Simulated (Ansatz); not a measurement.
# CuO (Tenorite): the cost of one run

Computed with Ansatz 0.2.0 (DFT PBEsol, scalar-relativistic, plane waves, PAW, unless a step's input says otherwise).

### 1 The system as given

It takes space group C2/c (No. 15, monoclinic). The conventional cell has a = 4.684 Å, b = 3.423 Å, c = 5.129 Å, α = 90.00°, β = 99.54°, γ = 90.00°. Cu (site symmetry -1) has 4 O at 1.95 to 1.96 Å as nearest neighbours. O (site symmetry 2) has 4 Cu at 1.95 to 1.96 Å as nearest neighbours.

Coordinates:

```cif
data_structure
_symmetry_space_group_name_H-M 'C2/c'
_symmetry_Int_Tables_number 15
_cell_length_a 4.6837
_cell_length_b 3.4226
_cell_length_c 5.1288
_cell_angle_alpha 90.000
_cell_angle_beta 99.540
_cell_angle_gamma 90.000
_cell_volume 81.08
loop_
_atom_site_label
_atom_site_type_symbol
_atom_site_symmetry_multiplicity
_atom_site_Wyckoff_symbol
_atom_site_fract_x
_atom_site_fract_y
_atom_site_fract_z
_atom_site_occupancy
Cu1 Cu 4 c 0.25000 0.25000 0.00000 1
O1 O 4 e 0.50000 0.91840 0.25000 1
```

Source of the structure: the Crystallography Open Database.

(A quick probe on a coarse mesh, which set the mesh and smearing, is not shown.)

### 3 Relaxing cell and atoms

input.yaml

```yaml
crystal:
  lattice:
    - [2.34185, -1.7113, 0.0]
    - [2.34185, 1.7113, 0.0]
    - [-0.8500274268, 0.0, 5.0578693947]
  atoms:
    - { symbol: Cu, position: [0.0, 0.5, 0.0] }
    - { symbol: Cu, position: [0.5, 0.0, 0.5] }
    - { symbol: O, position: [0.5816, 0.4184, 0.25] }
    - { symbol: O, position: [0.4184, 0.5816, 0.75] }
basis:
  ecutwfc: 420
kpoints:
  mp_grid: { grid: [16, 16, 8] }
hamiltonian:
  xc: pbesol
scf:
  occupations: { method: gaussian, width: 0.1 }
output:
  forces: true
  stress: true
  eigenvalues: true
  write_density: true
  write_potential: true
  elf: true
  volumetric_format: npy
relax:
  adjacent_minimum: "off"
  f_tol: 0.005
  max_steps: 80
  cell: { stress_tol: 0.05 }
```

Run with:

```bash
$ ansatz run input.yaml --threads 2 --pin off --max-ram 5120MiB --backend cpu --events-out ev --progress --plain --runs-dir out
```

**Question.** How long does this run take on 2 threads of Intel Xeon 6975P-C (Granite Rapids), shared host, and how much memory does it need?

About 4 min, with a peak of 0.83 GiB.
